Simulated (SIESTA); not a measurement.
Runs of SIESTA 5.4.2 on CuO (Tenorite). Symmetry: C2/c, No. 15, monoclinic system. The conventional cell has a = 4.684 Å, b = 3.423 Å, c = 5.129 Å, α = 90.00°, β = 99.54°, γ = 90.00°. Around Cu (site symmetry -1) lie 4 O at 1.95 to 1.96 Å. O (site symmetry 2) has 4 Cu at 1.95 to 1.96 Å as nearest neighbours. 

```csv
task,level,potentials or basis,cell,gap on the mesh (eV),pressure (GPa),largest force (eV/Å)
single point,PBEsol,"PseudoDojo 0.4 standard (PBEsol files), DZP (energy shift 0.003 Ry; two zetas on semicore shells)","atoms moved at random, drawn with an rms of 0.05 Å",none,-1.7,0.42
band structure,AM05,"PseudoDojo 0.4 standard (PBEsol files), DZP (energy shift 0.003 Ry; two zetas on semicore shells)",as given,none,(b),(a)
band structure,BLYP,"PseudoDojo 0.4 standard (PBE files), DZP (energy shift 0.003 Ry; two zetas on semicore shells)",as given,none,13.6,0.08
band structure,PBE,"PseudoDojo 0.4 standard (PBE files), DZP (energy shift 0.003 Ry; two zetas on semicore shells)",as given,none,7.0,0.10
```

Alike in all rows: no spin polarisation; k mesh 10 × 10 × 5; smearing fermi-dirac 0.05 eV; grid cutoff 800 Ry; energy shift 0.003 Ry.

Problem. Fill in the values left out.

Solution. (a) 0.22; (b) -1.3.

Caveats: short orbitals over semicore shells can move pressures by several GPa; the basis of atomic orbitals isn't converged, which shifts pressures, moduli and gaps; the run has no spin polarisation, though such a crystal can be magnetic; semilocal functionals often make such compounds metallic where correlation or magnetic order opens a gap, which also shifts bond lengths; the potentials were made for another functional, which shifts forces and pressure (some runs).

A gap of «none» marks a metal or a gap under the smearing width.
